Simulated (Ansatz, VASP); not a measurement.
**Two plane-wave programs on TiO2 (Anatase)**

```
Ti O
1.0
    -1.89354    1.89354    4.78700
     1.89354   -1.89354    4.78700
     1.89354    1.89354   -4.78700
Ti O
2 4
Direct
  0.00000 0.00000 0.00000
  0.75000 0.25000 0.50000
  0.20806 0.20806 0.00000
  0.95806 0.45806 0.50000
  0.54194 0.04194 0.50000
  0.79194 0.79194 0.00000
```

Alike in both runs: functional PBE; dispersion D3(BJ); k mesh 10 × 10 × 10; occupations gaussian, width 0.02 eV; no spin polarisation.

Ansatz relaxed the structure, and its values are those at the end. VASP's run is a single point on that final structure, the one shown.

|  | VASP | Ansatz |
| --- | --- | --- |
| version | VASP 6.6.1 | Ansatz 0.2.0 |
| potentials or method | VASP PAW PBE potentials, release 64 (Ti_sv, O) | scalar-relativistic, plane waves, PAW |
| plane-wave cutoff (eV) | 520 | 420 |
| valence electrons in the cell | 48 | 48 |

VASP gave:

- gap on the k mesh at the Fermi level (eV): 2.10
- least direct gap on the mesh (eV): 2.43
- pressure (GPa): 0.7
- rms of the force components (eV/Å): 0.010

**Question.** Estimate Ansatz's values.

**Answer.** gap on the k mesh at the Fermi level (eV): 2.12; least direct gap on the mesh (eV): 2.45; pressure (GPa): 0.0; rms of the force components (eV/Å): 0.000.

A k mesh can miss the band edges.
